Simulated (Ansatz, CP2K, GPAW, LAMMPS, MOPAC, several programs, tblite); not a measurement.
**What cheap methods get right for CsBr**

How much accuracy does each second buy? CsBr is computed with 11 methods, from the cheapest up to r2SCAN.

The COD entry's cell or inner coordinates are ideal or old and differ from later refinements, so a difference from it is no clean test against experiment.

Method: no spin polarisation, static lattice; gaps from single points on the cell relaxed beforehand with r²SCAN, in LAMMPS, MOPAC, tblite, CP2K, GPAW, Ansatz (versions at each run).

1 further run of the same task is left out (set aside as unsound or not needed).

## Step 1: The structure to begin with

The structure is cubic, space group Pm-3m (No. 221). Conventional cell: a = 4.320 Å, b = 4.320 Å, c = 4.320 Å, α = 90.00°, β = 90.00°, γ = 90.00°. Around Cs (site symmetry m-3m) lie 8 Br at 3.74 Å. Br (site symmetry m-3m) is surrounded by 8 Cs at 3.74 Å.

Coordinates:

```
Cs Br
1.0
     4.31960    0.00000    0.00000
     0.00000    4.31960    0.00000
     0.00000    0.00000    4.31960
Cs Br
1 1
Direct
  0.00000 0.00000 0.00000
  0.50000 0.50000 0.50000
```

**Question.** The methods are ffield.eim, PM6, PM7, GFN2-xTB (tblite), PBE/DZVP, PBE/single-zeta, PBE/SZV, coarse PBE, GLLB-SC, PBE, r2SCAN. What gap does r2SCAN give on this cell, and which other methods (full PBE left aside) come nearest to r2SCAN and farthest in gap, volume and bulk modulus?

```
                                               quantity                                    value
                                                 r2SCAN    gap 5.20 eV, 40.30 Å³/atom, B₀ 15 GPa
         gap: nearest and farthest of the other methods  PBE/DZVP (-0.71 eV), GLLB-SC (+3.00 eV)
      volume: nearest and farthest of the other methods  PBE/DZVP (+5.3 %), ffield.eim (-11.0 %)
bulk modulus: nearest and farthest of the other methods    PBE/DZVP (-16 %), ffield.eim (+865 %)
```

Among the 8 methods compared for the gap (full PBE left aside), PBE/DZVP is nearest to r2SCAN and GLLB-SC farthest. For the volume, of the 3 methods compared (full PBE left aside), PBE/DZVP comes nearest to r2SCAN and ffield.eim is farthest. For the bulk modulus, of the 3 methods compared (full PBE left aside), PBE/DZVP comes nearest to r2SCAN and ffield.eim is farthest. A minimal basis or a coarse cutoff and mesh shifts results by its own error, so closeness to r2SCAN can be chance. Cluster runs see only the k-points that fold onto the zone centre, so their gaps can miss the band edges. GLLB-SC is compared with its derivative discontinuity added. No volume is given for PM6, GFN2-xTB (tblite), PBE/single-zeta, PBE/SZV, coarse PBE, which can hide a larger miss. CPU times run from 0.17 s (ffield.eim) to 64 s (PBE/single-zeta). On this cell PBE/DZVP, PBE/single-zeta cost more than r2SCAN itself (7.8 s), so they are no saving here. r2SCAN is a yardstick, not the truth: it usually gives gaps below the measured ones. Spin-orbit coupling is left out throughout.
